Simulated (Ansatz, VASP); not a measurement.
One calculation of PbI2, two programs

The input INCAR:

```
PREC = Accurate
ENCUT = 520
EDIFF = 1E-7
ISMEAR = -1
SIGMA = 0.05
LREAL = False
LASPH = True
NELM = 80
ALGO = Normal
ISIF = 2
LWAVE = False
LCHARG = False
GGA = PS
NBANDS = 21
```

Contents of KPOINTS:

```
Automatic mesh
0
Gamma
  7 7 4
```

File POSCAR:

```
PbI2
1.0
    4.6149410844      0.0000000000      0.0000000000
   -2.3074705422      3.9966562160      0.0000000000
    0.0000000000      0.0000000000      7.0688131605
Pb I
1 2
Direct
    0.0000000000      0.0000000000      0.0000000000
    0.6666666667      0.3333333333      0.7350000000
    0.3333333333      0.6666666667      0.2650000000
```

The input input.yaml:

```yaml
crystal:
  lattice:
    - [4.6149410844, 0.0, 0.0]
    - [-2.3074705422, 3.996656216, 0.0]
    - [0.0, 0.0, 7.0688131605]
  atoms:
    - { symbol: Pb, position: [0.0, 0.0, 0.0] }
    - { symbol: I, position: [0.6666666667, 0.3333333333, 0.735] }
    - { symbol: I, position: [0.3333333333, 0.6666666667, 0.265] }
hamiltonian:
  xc: pbesol
  pseudopotentials: { kind: paw }
kpoints:
  mp_grid: { grid: [7, 7, 4] }
scf:
  occupations: { method: fermi_dirac, width: 0.05 }
output:
  forces: true
  stress: true
  eigenvalues: true
```

Change from the starting cell: volume scaled by 1.04.

Alike in both runs: task single point; functional PBEsol; k mesh 7 × 7 × 4; occupations fermi-dirac, width 0.05 eV; no spin polarisation.

```csv
,VASP,Ansatz
version,VASP 6.6.1,Ansatz 0.2.0
potentials or method,"VASP PAW PBE potentials, release 64 (Pb_d, I)",Ansatz PAW
plane-wave cutoff (eV),520,420
valence electrons in the cell,28,48
```

|  | VASP | Ansatz | Ansatz less VASP |
| --- | --- | --- | --- |
| gap on the k mesh at the Fermi level (eV) | 2.15 | 2.15 | +0.002 |
| least direct gap on the mesh (eV) | 2.15 | 2.15 | +0.002 |
| pressure (GPa) | -0.9 | -0.9 | +0.01 |
| largest component of the traceless stress (GPa) | 0.09 | 0.09 | -0.002 |
| rms of the force components (eV/Å) | 0.082 | 0.083 | +0.0008 |

Atom by atom the forces differ by 0.001 eV/Å (rms over components). The two sets of potentials don't hold the same shells in valence.

Caveats: spin-orbit coupling is left out, which as a rule narrows the gap of such compounds by several tenths of an eV; this functional lacks dispersion, which binds the layers, so the pressure and a relaxed spacing across them are unreliable; the PAW data sets were made with another functional, which shifts forces and pressure a little (VASP); an odd mesh through Γ misses points on the zone boundary, where band edges often lie (VASP); odd divisions of the mesh miss points on the zone boundary, where band edges often lie, so the gap on the mesh can be too wide (Ansatz); the PAW data sets come from PBE, with cores solved anew for the run's functional, which leaves a small shift of forces and pressure (Ansatz).
